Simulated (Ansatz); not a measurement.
Runs of Ansatz 0.2.0 on ScAl. Symmetry: Pm-3m, No. 221, cubic system. Conventional cell: a = 3.370 Å, b = 3.370 Å, c = 3.370 Å, α = 90.00°, β = 90.00°, γ = 90.00°. Sc (site symmetry m-3m) is surrounded by 8 Al at 2.92 Å. Al (site symmetry m-3m) is surrounded by 8 Sc at 2.92 Å. The cell comes from a database or a generator and needn't be the stable form of this composition.

```csv
task,level,cell,cutoff (eV),smearing,pressure (GPa),relaxed volume (Å³/atom)
relaxation of cell and atoms,BLYP,relaxed,-,fermi-dirac 0.05 eV,0.0,(a)
single point,PBEsol,as given,174,gaussian 0.02 eV,-1.9,-
relaxation of cell and atoms,PBEsol,relaxed,-,fermi-dirac 0.05 eV,0.0,18.72
relaxation of cell and atoms,LDA,relaxed,-,fermi-dirac 0.05 eV,0.0,18.10
```

Alike in all rows: potentials or basis all-electron LAPW, scalar-relativistic; no spin polarisation; k mesh 8 × 8 × 8; basis error allowed 0.001 eV/atom.

Problem. Fill in the values left out.

Solution. (a) 19.87.

Not every run made on this cell is shown here.
